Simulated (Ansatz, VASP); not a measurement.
Two plane-wave programs on NiO

File INCAR:

```
SYSTEM = NiO
PREC = Accurate ; ENCUT = 600
EDIFF = 1E-6 ; ISMEAR = -1
SIGMA = 0.05 ; LREAL = .False.
LASPH = .True. ; NELM = 100
ALGO = Normal ; ISIF = 2
LWAVE = .False. ; LCHARG = .False.
ISPIN = 2 ; MAGMOM = 1 0
LORBIT = 11 ; LMAXMIX = 4
GGA = PE
```

The input KPOINTS:

```
Automatic mesh
0
Gamma
  11 11 11
  0 0 0
```

POSCAR

```
NiO
1.0
    0.0000000000      2.0859016414      2.0859016414
    2.0859016414      0.0000000000      2.0859016414
    2.0859016414      2.0859016414      0.0000000000
Ni O
1 1
Direct
    0.0000000000      0.0000000000      0.0000000000
    0.5000000000      0.5000000000      0.5000000000
```

File KPOINTS_OPT:

```
path GXWKGLUWLK,UX
20
line-mode
reciprocal
 0.0000000000  0.0000000000  0.0000000000  G
 0.5000000000  0.0000000000  0.5000000000  X

 0.5000000000  0.0000000000  0.5000000000  X
 0.5000000000  0.2500000000  0.7500000000  W

 0.5000000000  0.2500000000  0.7500000000  W
 0.3750000000  0.3750000000  0.7500000000  K

 0.3750000000  0.3750000000  0.7500000000  K
 0.0000000000  0.0000000000  0.0000000000  G

 0.0000000000  0.0000000000  0.0000000000  G
 0.5000000000  0.5000000000  0.5000000000  L

 0.5000000000  0.5000000000  0.5000000000  L
 0.6250000000  0.2500000000  0.6250000000  U

 0.6250000000  0.2500000000  0.6250000000  U
 0.5000000000  0.2500000000  0.7500000000  W

 0.5000000000  0.2500000000  0.7500000000  W
 0.5000000000  0.5000000000  0.5000000000  L

 0.5000000000  0.5000000000  0.5000000000  L
 0.3750000000  0.3750000000  0.7500000000  K

 0.6250000000  0.2500000000  0.6250000000  U
 0.5000000000  0.0000000000  0.5000000000  X
```

Contents of input.yaml:

```yaml
crystal:
  lattice:
    - [0.0, 2.0859016414, 2.0859016414]
    - [2.0859016414, 0.0, 2.0859016414]
    - [2.0859016414, 2.0859016414, 0.0]
  atoms:
    - { symbol: Ni, position: [0.0, 0.0, 0.0], spin: 1.0 }
    - { symbol: O, position: [0.5, 0.5, 0.5] }
hamiltonian:
  xc: pbe
  pseudopotentials: { kind: paw }
magnetization:
  spin_polarized: true
kpoints:
  mp_grid: { grid: [11, 11, 11] }
  band_path:
    path:
      - [[0.0, 0.0, 0.0], [0.5, 0.0, 0.5], [0.5, 0.25, 0.75], [0.375, 0.375, 0.75], [0.0, 0.0, 0.0], [0.5, 0.5, 0.5], [0.625, 0.25, 0.625], [0.5, 0.25, 0.75], [0.5, 0.5, 0.5], [0.375, 0.375, 0.75]]
      - [[0.625, 0.25, 0.625], [0.5, 0.0, 0.5]]
    npoints: 14
scf:
  occupations: { method: fermi_dirac, width: 0.05 }
  n_extra_bands: 6
output:
  forces: true
  stress: true
  eigenvalues: true
  fatbands: false
```

Alike in both runs: task band structure; functional PBE; k mesh 11 × 11 × 11; occupations fermi-dirac, width 0.05 eV; collinear spin, ferromagnetic start.

```csv
,VASP,Ansatz
version,VASP 6.6.1,Ansatz 0.2.0
potentials or method,"VASP PAW PBE potentials, release 64 (Ni_sv_GW, O_GW)",Ansatz PAW
plane-wave cutoff (eV),600,420
valence electrons in the cell,24,24
```

VASP gave:

```
gap on the k mesh at the Fermi level (eV)                     : none
pressure (GPa)                                                : 3.5
net moment per atom (μB)                                      : 0.87
size of the moment on the site where the two differ most (μB) : 1.44
```

Q: Estimate Ansatz's values.

A: gap on the k mesh at the Fermi level (eV): none; pressure (GPa): 5.7; net moment per atom (μB): 0.86; size of the moment on the site where the two differ most (μB): 1.40.

Site moments also hang on the region over which each program counts them. A gap of «none» marks a metal or a gap that the smearing closes.

Caveats: a cell with one magnetic atom can't hold antiferromagnetic order, which such compounds often take; semilocal functionals often make such compounds metallic where correlation or magnetic order opens a gap, which also shifts bond lengths; the pressure holds a Pulay correction of +0.7 GPa for the finite cutoff (Ansatz).
